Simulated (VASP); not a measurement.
# V: relaxation of cell and atoms with revPBE+D3(BJ)

Crystal: V.

```
V
1.0
    -1.51435    1.51435    1.51435
     1.51435   -1.51435    1.51435
     1.51435    1.51435   -1.51435
V
1
Direct
  0.00000 0.00000 0.00000
```

```
Program                : VASP 6.6.1
Task                   : relaxation of cell and atoms
Functional             : revPBE
Dispersion             : D3(BJ)
Potentials or basis    : VASP PAW PBE potentials, release 64 (V_sv)
Cutoff                 : 600 eV
k mesh                 : 12 × 12 × 12
Occupations            : fermi-dirac, width 0.05 eV
Spin                   : collinear spin, ferromagnetic start
Starting moments       : [2.0] μB
Further INCAR settings : ALGO = Fast; EDIFF = 1e-06; IBRION = 2; EDIFFG = -0.01; NSW = 60; ISIF = 3
```

| Quantity | Value |
| --- | --- |
| Relaxed volume | 12.52 Å³/atom |
| Relaxed cell | a = 2.534 Å, b = 2.534 Å, c = 2.534 Å, α = 109.47°, β = 109.47°, γ = 109.47° |
| Space group after relaxing (to 0.05 Å) | Im-3m (No. 229) |
| Energy gained by relaxing | 79.1 meV/atom |
| Ionic steps | 4 |
| Pressure after relaxing | 0.0 GPa |
| Band gap on the k mesh | none (metal or under the smearing width) |
| Net moment | 0.00 μB per cell |
| Valence electrons inside the program's atomic spheres | V 11.78 |
| Dispersion energy per atom | -1.375 eV |

The path:
```tsv
step	energy change (eV)	largest force (eV/Å)	pressure (GPa)	volume (Å³)
1	0.0000	0.0000	-17.13	13.89
2	0.0405	0.0000	30.08	11.11
3	-0.0790	0.0000	-0.57	12.55
4	-0.0791	0.0000	-0.01	12.52
```

Final structure:
```cif
data_structure
_symmetry_space_group_name_H-M 'P 1'
_symmetry_Int_Tables_number 1
_cell_length_a 2.5339
_cell_length_b 2.5339
_cell_length_c 2.5339
_cell_angle_alpha 109.471
_cell_angle_beta 109.471
_cell_angle_gamma 109.471
_cell_volume 12.52
loop_
_atom_site_label
_atom_site_type_symbol
_atom_site_fract_x
_atom_site_fract_y
_atom_site_fract_z
_atom_site_occupancy
V1 V 0.00000 0.00000 0.00000 1
```

Levels at points of the mesh, in eV from the Fermi level:
Spin up:
| k point | band 4 | band 5 | band 6 | band 7 | band 8 | band 9 |
| --- | --- | --- | --- | --- | --- | --- |
| (0.00, 0.00, 0.00) | -36.85 | -6.74 | 0.44 | 0.44 | 0.44 | 2.64 |
| (0.50, 0.00, 0.00) | -36.86 | -3.42 | -1.27 | 1.91 | 2.66 | 3.06 |
| (0.50, 0.50, 0.50) | -37.60 | -3.34 | -3.34 | 4.09 | 4.09 | 4.09 |
Spin down:
```csv
k point,band 2,band 3,band 4,band 5,band 6,band 7,band 8,band 9,band 10,band 11
"(0.00, 0.00, 0.00)",-36.85,-36.85,-36.85,-6.74,0.44,0.44,0.44,2.64,2.64,21.05
"(0.50, 0.00, 0.00)",-37.97,-37.19,-36.86,-3.42,-1.27,1.91,2.66,3.06,4.53,11.12
"(0.50, 0.50, 0.50)",-37.60,-37.60,-37.60,-3.34,-3.34,4.09,4.09,4.09,10.93,10.93
```

Wall time 34 s on 1 thread of Intel(R) Xeon(R) 6975P-C (Granite Rapids), on a shared host, peak memory 0.18 GiB.

Caveat: the PAW data sets were made with another functional, which shifts forces and pressure a little; pairwise dispersion overbinds metals, which lowers pressure and volume.
